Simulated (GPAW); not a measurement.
TiO, 6 atoms in the cell. It takes space group Pm-3m (No. 221, cubic). Conventional cell: a = 4.087 Å, b = 4.087 Å, c = 4.087 Å, α = 90.00°, β = 90.00°, γ = 90.00°. Around Ti (site symmetry 4/mmm) lie 4 O at 2.04 Å. Around O (site symmetry 4/mmm) lie 4 Ti at 2.04 Å. The cell comes from a database or a generator and needn't be the stable form of this composition.

| Quantity | Value |
| --- | --- |
| Program | GPAW 26.7.0 |
| Task | relaxation of cell and atoms |
| Functional | PBEsol |
| Dispersion | D3(BJ) |
| Potentials or basis | PAW data sets generated in the run's folder for this functional |
| Cutoff | 800 eV |
| Basis | pw |
| k mesh | 6 × 6 × 6 |
| Occupations | fermi-dirac, width 0.05 eV |
| Spin | no spin polarisation |
| Maxiter | 150 |
| Optimizer | BFGS |
| Fmax | 0.02 eV/Å |
| Max steps | 60 |
| Convergence | density=1e-05 forces=0.0001 |

Potentials or basis: PAW data sets generated in the run's folder for this functional, pw.

Command:

```bash
$ gpaw-setup -f PBEsol O Ti
$ OMP_NUM_THREADS=1 python run.py
```

Hardware: 1 thread of Arm Neoverse V2, with other jobs on the host.

Question: Estimate the wall time of this run.

Answer: Run time: 3.2 min on 1 thread of Arm Neoverse V2 (shared host), peak memory 0.36 GiB. Counts: scf iterations 41, plane waves 3544, bands 49, k points 20, ion steps 4.
